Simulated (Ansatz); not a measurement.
Input for Ansatz (plane-wave DFT, PAW):

```yaml
crystal:
  lattice:
    - [6.1938710141, 0.0, 0.0]
    - [0.0, 8.7594563917, 0.0]
    - [0.0, 0.0, 23.1938710141]
  atoms:
    - { symbol: Si, position: [0.25, 0.75, 0.3664761262] }
    - { symbol: Si, position: [0.25, 0.25, 0.3664761262] }
    - { symbol: Si, position: [0.75, 0.75, 0.3664761262] }
    - { symbol: Si, position: [0.75, 0.25, 0.3664761262] }
    - { symbol: C, position: [0.5, 0.125, 0.3664761262] }
    - { symbol: C, position: [0.5, 0.625, 0.3664761262] }
    - { symbol: C, position: [0.0, 0.125, 0.3664761262] }
    - { symbol: C, position: [0.0, 0.625, 0.3664761262] }
    - { symbol: Si, position: [0.5, 0.5, 0.4332380631] }
    - { symbol: Si, position: [0.5, 0.0, 0.4332380631] }
    - { symbol: Si, position: [0.0, 0.5, 0.4332380631] }
    - { symbol: Si, position: [0.0, 0.0, 0.4332380631] }
    - { symbol: C, position: [0.75, 0.875, 0.4332380631] }
    - { symbol: C, position: [0.75, 0.375, 0.4332380631] }
    - { symbol: C, position: [0.25, 0.875, 0.4332380631] }
    - { symbol: C, position: [0.25, 0.375, 0.4332380631] }
    - { symbol: Si, position: [0.75, 0.25, 0.5] }
    - { symbol: Si, position: [0.75, 0.75, 0.5] }
    - { symbol: Si, position: [0.25, 0.25, 0.5] }
    - { symbol: Si, position: [0.25, 0.75, 0.5] }
    - { symbol: C, position: [0.0, 0.625, 0.5] }
    - { symbol: C, position: [0.0, 0.125, 0.5] }
    - { symbol: C, position: [0.5, 0.625, 0.5] }
    - { symbol: C, position: [0.5, 0.125, 0.5] }
    - { symbol: Si, position: [0.0, 0.0, 0.5667619369] }
    - { symbol: Si, position: [0.0, 0.5, 0.5667619369] }
    - { symbol: Si, position: [0.5, 0.0, 0.5667619369] }
    - { symbol: Si, position: [0.5, 0.5, 0.5667619369] }
    - { symbol: C, position: [0.25, 0.375, 0.5667619369] }
    - { symbol: C, position: [0.25, 0.875, 0.5667619369] }
    - { symbol: C, position: [0.75, 0.375, 0.5667619369] }
    - { symbol: C, position: [0.75, 0.875, 0.5667619369] }
    - { symbol: Si, position: [0.25, 0.75, 0.6335238738] }
    - { symbol: Si, position: [0.25, 0.25, 0.6335238738] }
    - { symbol: Si, position: [0.75, 0.75, 0.6335238738] }
    - { symbol: Si, position: [0.75, 0.25, 0.6335238738] }
    - { symbol: C, position: [0.5, 0.125, 0.6335238738] }
    - { symbol: C, position: [0.5, 0.625, 0.6335238738] }
    - { symbol: C, position: [0.0, 0.125, 0.6335238738] }
    - { symbol: C, position: [0.0, 0.625, 0.6335238738] }
basis:
  ecutwfc: 420
kpoints:
  mp_grid: { grid: [5, 3, 1] }
hamiltonian:
  xc: pbe
scf:
  occupations: { method: gaussian, width: 0.05 }
output:
  forces: true
  eigenvalues: true
  write_density: true
  write_potential: true
  elf: true
  volumetric_format: npy
relax:
  adjacent_minimum: "off"
  f_tol: 0.03
  max_steps: 70
  constraints: [{ sites: [0, 1, 2, 3, 4, 5, 6, 7, 8, 9, 10, 11, 12, 13, 14, 15] }]
efield:
  axis: 3
  dipole_correction: true
  ramp_width: 0.04
```

Run as
```bash
ansatz run input.yaml --threads 4 --pin off --max-ram 12288MiB --backend cpu --events-out ev --progress --plain --runs-dir out
```

These are results of DFT PBE, scalar-relativistic, plane waves, PAW in Ansatz, not measurements.

Abridged output (iterations and final results):

```
SCF iter   1: F=—  HF=-17718.227490 eV  |F-HF|=—  |Δ(HF+E_count)|=         —  Δρ=5.54e-3  dr2=7.58e-1  ethr=1.77e-3  p=0.000 e·Å  D=5.78e-14 V/Å  ΔV_dip= 0.00 eV  dr2_dipole=5.12e-7  V_vac-E_F(+/−)=4.96/4.96 eV  ⟨swp⟩=9.5  Hψ=4359  notcnv=0  defer=99
efield: sawtooth ramp at fractional position 0.9800 (placed from the atoms, in the widest stretch of the axis that holds none; the zero of the levels goes with the place), width 0.0400; the density the first Hamiltonian is built on has a dipole p = 0.000 e·Å; the dipole correction subtracts the counter field D = 5.78e-14 V/Å, which shifts the + side's vacuum level by  0.00 eV against the − side's; the planar-averaged density in the ramp window peaks in size at 9.1e-6 e/Å³
SCF iter   2: F=—  HF=-17718.195496 eV  |F-HF|=—  |Δ(HF+E_count)|=   3.20e-2  Δρ=4.42e-3  dr2=4.94e-1  ethr=4.74e-4  p= 0.000 e·Å  D=-1.58e-5 V/Å  ΔV_dip=0.00 eV  dr2_dipole=2.36e-6  V_vac-E_F(+/−)=4.86/4.86 eV  ⟨swp⟩=3.3  Hψ=1246  notcnv=0  defer=191
SCF iter   3: F=—  HF=-17718.135025 eV  |F-HF|=—  |Δ(HF+E_count)|=   6.05e-2  Δρ=8.49e-4  dr2=1.66e-2  ethr=3.09e-4  p= 0.000 e·Å  D=-6.21e-6 V/Å  ΔV_dip=0.00 eV  dr2_dipole=1.99e-7  V_vac-E_F(+/−)=4.94/4.94 eV  ⟨swp⟩=2.0  Hψ=879  notcnv=0  defer=191
SCF iter   4: F=—  HF=-17718.134063 eV  |F-HF|=—  |Δ(HF+E_count)|=   9.62e-4  Δρ=1.69e-4  dr2=7.68e-4  ethr=1.04e-5  p= 0.000 e·Å  D=-5.39e-7 V/Å  ΔV_dip=0.00 eV  dr2_dipole=1.01e-9  V_vac-E_F(+/−)=4.95/4.95 eV  ⟨swp⟩=2.0  Hψ=1127  notcnv=0  defer=191
SCF iter   5: F=—  HF=-17718.134052 eV  |F-HF|=—  |Δ(HF+E_count)|=   1.04e-5  Δρ=7.48e-5  dr2=8.69e-5  ethr=4.80e-7  p= 0.000 e·Å  D=-1.85e-6 V/Å  ΔV_dip=0.00 eV  dr2_dipole=9.54e-9  V_vac-E_F(+/−)=4.96/4.96 eV  ⟨swp⟩=2.0  Hψ=982  notcnv=0  defer=191
SCF iter   6: F=—  HF=-17718.134068 eV  |F-HF|=—  |Δ(HF+E_count)|=   1.58e-5  Δρ=3.27e-5  dr2=2.34e-5  ethr=1.41e-8  p= 0.000 e·Å  D=-7.60e-7 V/Å  ΔV_dip=0.00 eV  dr2_dipole=1.71e-9  V_vac-E_F(+/−)=4.97/4.97 eV  ⟨swp⟩=38.8  Hψ=11396  notcnv=0
SCF iter   7: F=-17718.134072 eV  HF=-17718.134070 eV  |F-HF|=1.97e-6  |Δ(HF+E_count)|=   2.26e-6  Δρ=9.40e-6  dr2=1.22e-6  ethr=1.41e-8  p= 0.000 e·Å  D=-4.85e-7 V/Å  ΔV_dip=0.00 eV  dr2_dipole=7.37e-10  V_vac-E_F(+/−)=4.97/4.97 eV  ⟨swp⟩=20.3  Hψ=7208  notcnv=0
SCF 1 converged in 7 iterations: F = -17718.134072 eV  dr2 = 1.22e-6
relax step   1: F+E_penalty+E_count = -17718.13407231 eV  Δ(F+E_penalty+E_count) = +0.000e0 eV  max|allowed force component| = 2.877e0 eV/Å  Δτ_max = 0.0000 Å  (7 SCF iters, dr2 threshold 2.25e-5 eV, accepted)
Initial density: handed on by an earlier stage of this run
Initial wavefunctions: those handed on with the density
SCF iter   1: F=—  HF=-17720.285489 eV  |F-HF|=—  |Δ(HF+E_count)|=         —  Δρ=7.49e-3  dr2=1.06e0  ethr=6.63e-4  p= 0.000 e·Å  D=-4.89e-7 V/Å  ΔV_dip=0.00 eV  dr2_dipole=1.76e-3  V_vac-E_F(+/−)=5.03/5.03 eV  ⟨swp⟩=1.3  Hψ=2634  notcnv=0  defer=188
efield: sawtooth ramp at fractional position 0.9800 (handed on by an earlier solve), width 0.0400; the density the first Hamiltonian is built on has a dipole p =  0.000 e·Å; the dipole correction subtracts the counter field D = -4.89e-7 V/Å, which shifts the + side's vacuum level by +0.00 eV against the − side's; the planar-averaged density in the ramp window peaks in size at 8.5e-8 e/Å³
SCF iter   2: F=—  HF=-17720.406134 eV  |F-HF|=—  |Δ(HF+E_count)|=   1.21e-1  Δρ=7.97e-3  dr2=2.00e0  ethr=6.61e-4  p=0.078 e·Å  D=1.12e-2 V/Å  ΔV_dip=-0.26 eV  dr2_dipole=2.45e-1  V_vac-E_F(+/−)=4.74/5.00 eV  ⟨swp⟩=4.0  Hψ=1373  notcnv=0  defer=188
SCF iter   3: F=—  HF=-17720.044989 eV  |F-HF|=—  |Δ(HF+E_count)|=   3.61e-1  Δρ=1.02e-3  dr2=3.85e-2  ethr=6.61e-4  p=0.004 e·Å  D=6.15e-4 V/Å  ΔV_dip=-0.01 eV  dr2_dipole=1.02e-2  V_vac-E_F(+/−)=4.99/5.01 eV  ⟨swp⟩=3.0  Hψ=1256  notcnv=0  defer=187
SCF iter   4: F=—  HF=-17720.042390 eV  |F-HF|=—  |Δ(HF+E_count)|=   2.60e-3  Δρ=3.47e-4  dr2=5.64e-3  ethr=2.41e-5  p=-0.013 e·Å  D=-1.91e-3 V/Å  ΔV_dip=0.04 eV  dr2_dipole=1.38e-3  V_vac-E_F(+/−)=5.05/5.01 eV  ⟨swp⟩=2.0  Hψ=991  notcnv=0  defer=187
SCF iter   5: F=—  HF=-17720.041724 eV  |F-HF|=—  |Δ(HF+E_count)|=   6.66e-4  Δρ=1.52e-4  dr2=1.70e-3  ethr=3.52e-6  p=-0.017 e·Å  D=-2.43e-3 V/Å  ΔV_dip=0.06 eV  dr2_dipole=6.88e-4  V_vac-E_F(+/−)=5.06/5.00 eV  ⟨swp⟩=2.0  Hψ=937  notcnv=0  defer=187
SCF iter   6: F=—  HF=-17720.041682 eV  |F-HF|=—  |Δ(HF+E_count)|=   4.21e-5  Δρ=9.98e-5  dr2=5.03e-4  ethr=1.06e-6  p=-0.020 e·Å  D=-2.86e-3 V/Å  ΔV_dip=0.07 eV  dr2_dipole=1.48e-4  V_vac-E_F(+/−)=5.07/5.00 eV  ⟨swp⟩=2.3  Hψ=927  notcnv=0  defer=187
SCF iter   7: F=-17720.041645 eV  HF=-17720.041658 eV  |F-HF|=1.27e-5  |Δ(HF+E_count)|=   2.42e-5  Δρ=3.74e-5  dr2=3.21e-5  ethr=6.25e-8  p=-0.022 e·Å  D=-3.10e-3 V/Å  ΔV_dip=0.07 eV  dr2_dipole=3.12e-6  V_vac-E_F(+/−)=5.07/5.00 eV  ⟨swp⟩=30.3  Hψ=9798  notcnv=0
SCF 2 converged in 7 iterations: F = -17720.041645 eV  dr2 = 3.21e-5
relax step   2: F+E_penalty+E_count = -17720.04164506 eV  Δ(F+E_penalty+E_count) = -1.908e0 eV  max|allowed force component| = 1.662e0 eV/Å  Δτ_max = 0.1979 Å  (7 SCF iters, dr2 threshold 1.00e-4 eV, accepted)
SCF iter   1: F=—  HF=-17720.808580 eV  |F-HF|=—  |Δ(HF+E_count)|=         —  Δρ=6.65e-3  dr2=8.06e-1  ethr=5.34e-4  p=-0.022 e·Å  D=-3.10e-3 V/Å  ΔV_dip=0.07 eV  dr2_dipole=8.99e-2  V_vac-E_F(+/−)=5.13/5.06 eV  ⟨swp⟩=2.2  Hψ=3024  notcnv=0  defer=190
efield: sawtooth ramp at fractional position 0.9800 (handed on by an earlier solve), width 0.0400; the density the first Hamiltonian is built on has a dipole p = -0.022 e·Å; the dipole correction subtracts the counter field D = -3.10e-3 V/Å, which shifts the + side's vacuum level by +0.07 eV against the − side's; the planar-averaged density in the ramp window peaks in size at 3.3e-7 e/Å³
SCF iter   2: F=—  HF=-17720.789006 eV  |F-HF|=—  |Δ(HF+E_count)|=   1.96e-2  Δρ=4.59e-3  dr2=4.70e-1  ethr=5.04e-4  p=-0.072 e·Å  D=-1.03e-2 V/Å  ΔV_dip=0.24 eV  dr2_dipole=3.69e-3  V_vac-E_F(+/−)=5.21/4.97 eV  ⟨swp⟩=3.0  Hψ=1080  notcnv=0  defer=190
SCF iter   3: F=—  HF=-17720.677171 eV  |F-HF|=—  |Δ(HF+E_count)|=   1.12e-1  Δρ=8.03e-4  dr2=2.43e-2  ethr=2.94e-4  p=-0.076 e·Å  D=-1.09e-2 V/Å  ΔV_dip=0.25 eV  dr2_dipole=6.36e-3  V_vac-E_F(+/−)=5.27/5.02 eV  ⟨swp⟩=2.3  Hψ=1269  notcnv=0  defer=197
SCF iter   4: F=—  HF=-17720.674412 eV  |F-HF|=—  |Δ(HF+E_count)|=   2.76e-3  Δρ=2.84e-4  dr2=4.83e-3  ethr=1.52e-5  p=-0.093 e·Å  D=-1.34e-2 V/Å  ΔV_dip=0.31 eV  dr2_dipole=1.45e-3  V_vac-E_F(+/−)=5.31/5.00 eV  ⟨swp⟩=2.0  Hψ=992  notcnv=0  defer=197
   ...
SCF iter   2: F=—  HF=-17720.767262 eV  |F-HF|=—  |Δ(HF+E_count)|=   1.87e-4  Δρ=8.84e-6  dr2=1.93e-6  ethr=2.19e-9  p=-0.046 e·Å  D=-6.55e-3 V/Å  ΔV_dip=0.15 eV  dr2_dipole=9.58e-8  V_vac-E_F(+/−)=5.15/5.00 eV  ⟨swp⟩=2.0  Hψ=1008  notcnv=0
SCF iter   3: F=—  HF=-17720.767261 eV  |F-HF|=—  |Δ(HF+E_count)|=   3.72e-7  Δρ=4.18e-6  dr2=6.14e-7  ethr=1.21e-9  p=-0.046 e·Å  D=-6.55e-3 V/Å  ΔV_dip=0.15 eV  dr2_dipole=1.52e-7  V_vac-E_F(+/−)=5.15/5.00 eV  ⟨swp⟩=2.0  Hψ=983  notcnv=0
SCF iter   4: F=—  HF=-17720.767262 eV  |F-HF|=—  |Δ(HF+E_count)|=   2.31e-7  Δρ=1.69e-6  dr2=1.15e-7  ethr=3.84e-10  p=-0.046 e·Å  D=-6.55e-3 V/Å  ΔV_dip=0.15 eV  dr2_dipole=3.68e-8  V_vac-E_F(+/−)=5.15/5.00 eV  ⟨swp⟩=2.5  Hψ=907  notcnv=0
SCF iter   5: F=-17720.767262 eV  HF=-17720.767262 eV  |F-HF|=7.36e-9  |Δ(HF+E_count)|=   2.02e-7  Δρ=5.41e-7  dr2=1.81e-8  ethr=6.25e-11  p=-0.046 e·Å  D=-6.56e-3 V/Å  ΔV_dip=0.15 eV  dr2_dipole=7.10e-9  V_vac-E_F(+/−)=5.15/5.00 eV  ⟨swp⟩=18.3  Hψ=5903  notcnv=0
SCF 6 converged in 5 iterations: F = -17720.767262 eV  dr2 = 1.81e-8
relax step   6: F+E_penalty+E_count = -17720.76726175 eV  Δ(F+E_penalty+E_count) = -3.034e-6 eV  max|allowed force component| = 1.420e-2 eV/Å  Δτ_max = 0.0000 Å  (5 SCF iters, accepted)
WARN: The output density's exchange-correlation potential varies sharply where the density is thin. Do not read a vacuum level from v_tot or v_xc, or from such a field of the output density. On a cell that repeats whose density bears no net charge and no dipole along the vacuum's axis use v_es (v_loc + v_h of the components); under efield.dipole_correction with no amplitude use v_es + v_field, which holds any external_charges[].barrier, or the levels of the report's work_function block, which leave it out; under a non-zero efield.amplitude the vacuum is tilted and has no level; on a cell that repeats and bears such a dipole with no correction it is tilted too, and efield.dipole_correction wi ...
SCF converged after 5 iterations
Free energy (F): -17720.767262 eV
Harris-Foulkes:  -17720.767262 eV  (|F-HF|=7.36e-9)
Internal energy: -17720.758297 eV  (E = F + TS)
E sigma→0 (E₀):  -17720.762780 eV
Entropy (-TS):   -0.008964 eV (-0.224 meV/atom)
Fermi energy:    -0.020444 eV
Dipole field:    D = -0.006603 V/Å  (p = -0.045917 e·Å, saw-weighted, corrected)
Work function:   Φ+ = 5.1499 eV   Φ− = 4.9968 eV
Levels:          The Fermi level and band energies are counted from a zero that moves with the ramp; work functions are not
--- Per-component energies (eV) ---
  E_band       = -1008.489863
  E_kinetic    = 2644.980427
  E_local      = -76325.778683  (includes V_loc(G=0)·N_el)
  E_nonlocal   = 1035.540438
  E_hartree    = 36980.976513
  E_xc         = -2081.297851
  E_vxc        = -2148.163011  (∫ρ·V_xc dr)
  E_paw        = -12235.192094  (= ΣΔE_a)
  E_vpaw       = -176.998779  (= ΣTr[D̂ρ^β])
  E_aug_tail   = 0.000244  (compensation charges beyond the density's cutoff)
  E_efield     = 0.000152  (sawtooth field / dipole correction)
  E_vefield    = -0.019804  (∫n·V_field dr)
  E_ewald      = 32260.012558
  E_smearing   = -0.008964  (= −TS)
--- Forces (eV/Å), atoms counted from 1 ---
  atom   1  Si     0.00000000    -2.90228833     1.64949952
  atom   2  Si     0.00000000    -2.90228833     1.64949952
  atom   3  Si     0.00000000    -2.90228833     1.64949952
  atom   4  Si     0.00000000    -2.90228833     1.64949952
  atom   5  C      0.00000000     1.88467187    -0.43278733
  atom   6  C      0.00000000     1.88467187    -0.43278733
  atom   7  C      0.00000000     1.88467187    -0.43278733
  atom   8  C      0.00000000     1.88467187    -0.43278733
  atom   9  Si     0.00000000     0.27925593    -0.86822464
  atom  10  Si     0.00000000     0.27925593    -0.86822464
  atom  11  Si     0.00000000     0.27925593    -0.86822464
  atom  12  Si     0.00000000     0.27925593    -0.86822464
  atom  13  C      0.00000000     0.72924119    -0.35918774
  atom  14  C      0.00000000     0.72924119    -0.35918774
  atom  15  C      0.00000000     0.72924119    -0.35918774
  atom  16  C      0.00000000     0.72924119    -0.35918774
  atom  17  Si     0.00000000     0.00899578     0.00752643
  atom  18  Si     0.00000000     0.00899578     0.00752643
  atom  19  Si     0.00000000     0.00899578     0.00752643
  atom  20  Si     0.00000000     0.00899578     0.00752643
  atom  21  C      0.00000000    -0.01034613     0.00302540
  atom  22  C      0.00000000    -0.01034613     0.00302540
  atom  23  C      0.00000000    -0.01034613     0.00302540
  atom  24  C      0.00000000    -0.01034613     0.00302540
  atom  25  Si     0.00000000    -0.01419740     0.00969793
  atom  26  Si     0.00000000    -0.01419740     0.00969793
  atom  27  Si     0.00000000    -0.01419740     0.00969793
  atom  28  Si     0.00000000    -0.01419740     0.00969793
  atom  29  C      0.00000000     0.00948972    -0.00308688
  atom  30  C      0.00000000     0.00948972    -0.00308688
  atom  31  C      0.00000000     0.00948972    -0.00308688
  atom  32  C      0.00000000     0.00948972    -0.00308688
  atom  33  Si     0.00000000     0.01391108     0.00324735
  atom  34  Si     0.00000000     0.01391108     0.00324735
  atom  35  Si     0.00000000     0.01391108     0.00324735
  atom  36  Si     0.00000000     0.01391108     0.00324735
  atom  37  C      0.00000000     0.00125950    -0.00968308
  atom  38  C      0.00000000     0.00125950    -0.00968308
  atom  39  C      0.00000000     0.00125950    -0.00968308
  atom  40  C      0.00000000     0.00125950    -0.00968308
--- Band table (eV; the first three rows and the last of 6) ---
  k-point 0: bands = ["-15.8124", "-14.5974", "-14.3717", "-14.1728", "-13.3354", "-13.1414", "-12.9619", "-12.7405", "-12.7002", "-12.4272", "-12.2549", "-12.1445", "-12.0173", "-11.6168", "-11.5622", "-11.3101", "-11.2050", "-10.9371", "-10.5220", "-10.2676", "-9.3297", "-8.8563", "-8.3431", "-8.3202", "-8.2288", "-8.2192", "-7.9917", "-7.8578", "-7.5405", "-7.4602", "-7.2948", "-7.2755", "-6.6855", "-6.6567", "-6.0257", "-6.0236", "-5.7082", "-5.4760", "-5.2465", "-5.2315", "-5.1044", "-4.8200", "-4.7004", "-4.6250", "-4.4931", "-4.4881", "-4.1648", "-4.1027", "-3.8773", "-3.8098", "-3.7261", "-3.4874", "-3.4216", "-3.2352", "-3.1777", "-3.0683", "-3.0283", "-2.9959", "-2.9305", "-2.8992" ...
  k-point 1: bands = ["-15.6370", "-15.1182", "-14.4385", "-13.9821", "-13.1260", "-12.8523", "-12.6385", "-12.6283", "-12.5907", "-12.5830", "-12.3998", "-12.0423", "-11.9311", "-11.9049", "-11.7336", "-11.4823", "-11.3964", "-11.3049", "-10.4681", "-10.3438", "-8.8858", "-8.4307", "-8.1350", "-8.0442", "-8.0307", "-7.9069", "-7.8785", "-7.8580", "-7.7727", "-7.6038", "-7.5499", "-7.4986", "-7.3486", "-7.1770", "-6.7529", "-6.1975", "-5.5161", "-4.9732", "-4.9310", "-4.8291", "-4.7911", "-4.5823", "-4.5162", "-4.4851", "-4.4053", "-4.4008", "-4.3092", "-4.1083", "-3.9644", "-3.9537", "-3.7446", "-3.6019", "-3.4265", "-3.3662", "-3.3117", "-2.9884", "-2.9694", "-2.9327", "-2.9012", "-2.8701" ...
  k-point 2: bands = ["-15.6842", "-14.4724", "-14.2525", "-14.0566", "-13.8468", "-13.2248", "-13.0244", "-12.7493", "-12.7159", "-12.5869", "-12.5833", "-12.0301", "-11.8833", "-11.8593", "-11.5385", "-11.2393", "-11.2089", "-10.8745", "-10.6709", "-10.5878", "-8.7762", "-8.3573", "-8.2537", "-8.2109", "-7.8945", "-7.7760", "-7.7602", "-7.7005", "-7.5804", "-7.4938", "-7.4351", "-7.2120", "-6.2552", "-5.9971", "-5.9560", "-5.8094", "-5.6221", "-5.5816", "-5.5717", "-5.5283", "-5.3514", "-5.0073", "-4.9125", "-4.5700", "-4.5661", "-4.3446", "-4.1773", "-4.0330", "-3.9474", "-3.8842", "-3.7501", "-3.6774", "-3.5963", "-3.5658", "-3.4689", "-3.3002", "-3.2218", "-3.1756", "-3.0355", "-3.0185" ...
  k-point 5: bands = ["-15.1316", "-14.6266", "-14.5168", "-14.0363", "-13.9475", "-13.5069", "-13.3556", "-12.9434", "-12.7276", "-12.3278", "-12.1782", "-12.1601", "-11.6995", "-11.6835", "-11.6268", "-11.6109", "-11.4867", "-11.1278", "-11.0538", "-10.7647", "-8.1305", "-8.0470", "-7.7315", "-7.6852", "-7.6365", "-7.5345", "-7.5334", "-7.4855", "-7.2054", "-6.8660", "-6.7971", "-6.6277", "-6.4979", "-6.0856", "-6.0396", "-5.5502", "-5.5384", "-5.4981", "-5.4747", "-5.2218", "-5.2141", "-5.0450", "-5.0240", "-4.9558", "-4.8414", "-4.6392", "-4.4773", "-4.4231", "-4.3726", "-4.2938", "-4.0064", "-3.9440", "-3.9298", "-3.8261", "-3.7495", "-3.4975", "-3.4214", "-3.3467", "-3.3234", "-3.1412" ...
--- Relaxed structure (6 steps of the walk, 6 accepted, 0 SCFs on fresh bases) ---
  F+E_penalty+E_count = -17720.76726175 eV   max|allowed force component| = 1.420e-2 eV/Å
  atoms:
    - { symbol: Si, position: [0.24999999, 0.75000000, 0.3664761262] }
    - { symbol: Si, position: [0.24999999, 0.25, 0.3664761262] }
    - { symbol: Si, position: [0.74999999, 0.75000000, 0.3664761262] }
    - { symbol: Si, position: [0.74999999, 0.25, 0.3664761262] }
    - { symbol: C, position: [0.49999999, 0.125, 0.3664761262] }
    - { symbol: C, position: [0.49999999, 0.625, 0.3664761262] }
    - { symbol: C, position: [0.0, 0.125, 0.3664761262] }
    - { symbol: C, position: [0.0, 0.625, 0.3664761262] }
    - { symbol: Si, position: [0.49999999, 0.5, 0.43323806] }
    - { symbol: Si, position: [0.49999999, 0.0, 0.43323806] }
    - { symbol: Si, position: [0.0, 0.5, 0.43323806] }
    - { symbol: Si, position: [0.0, 0.0, 0.43323806] }
    - { symbol: C, position: [0.74999999, 0.87500000, 0.43323806] }
    - { symbol: C, position: [0.74999999, 0.37500000, 0.43323806] }
    - { symbol: C, position: [0.24999999, 0.87500000, 0.43323806] }
    - { symbol: C, position: [0.24999999, 0.37500000, 0.43323806] }
    - { symbol: Si, position: [0.74999999, 0.24575911, 0.49922217] }
    - { symbol: Si, position: [0.74999999, 0.74575911, 0.49922217] }
    - { symbol: Si, position: [0.24999999, 0.24575911, 0.49922217] }
    - { symbol: Si, position: [0.24999999, 0.74575911, 0.49922217] }
    - { symbol: C, position: [0.0, 0.62188195, 0.50054977] }
    - { symbol: C, position: [0.0, 0.12188195, 0.50054977] }
    - { symbol: C, position: [0.49999999, 0.62188195, 0.50054977] }
    - { symbol: C, position: [0.49999999, 0.12188195, 0.50054977] }
    - { symbol: Si, position: [0.0, -0.00173259, 0.56918759] }
    - { symbol: Si, position: [0.0, 0.49826740, 0.56918759] }
    - { symbol: Si, position: [0.49999999, -0.00173259, 0.56918759] }
    - { symbol: Si, position: [0.49999999, 0.49826740, 0.56918759] }
    - { symbol: C, position: [0.24999999, 0.37585708, 0.56716896] }
    - { symbol: C, position: [0.24999999, 0.87585708, 0.56716896] }
    - { symbol: C, position: [0.74999999, 0.37585708, 0.56716896] }
    - { symbol: C, position: [0.74999999, 0.87585708, 0.56716896] }
    - { symbol: Si, position: [0.24999999, 0.72282934, 0.62264789] }
    - { symbol: Si, position: [0.24999999, 0.22282934, 0.62264789] }
    - { symbol: Si, position: [0.74999999, 0.72282934, 0.62264789] }
    - { symbol: Si, position: [0.74999999, 0.22282934, 0.62264789] }
    - { symbol: C, position: [0.49999999, 0.12592573, 0.63358916] }
    - { symbol: C, position: [0.49999999, 0.62592573, 0.63358916] }
    - { symbol: C, position: [0.0, 0.12592573, 0.63358916] }
    - { symbol: C, position: [0.0, 0.62592573, 0.63358916] }
```

The relaxation met its thresholds.

It took 62 s on 4 threads of AMD EPYC 9R45 96-Core Processor (Zen 5) (shared host), peak memory 3.2 GiB.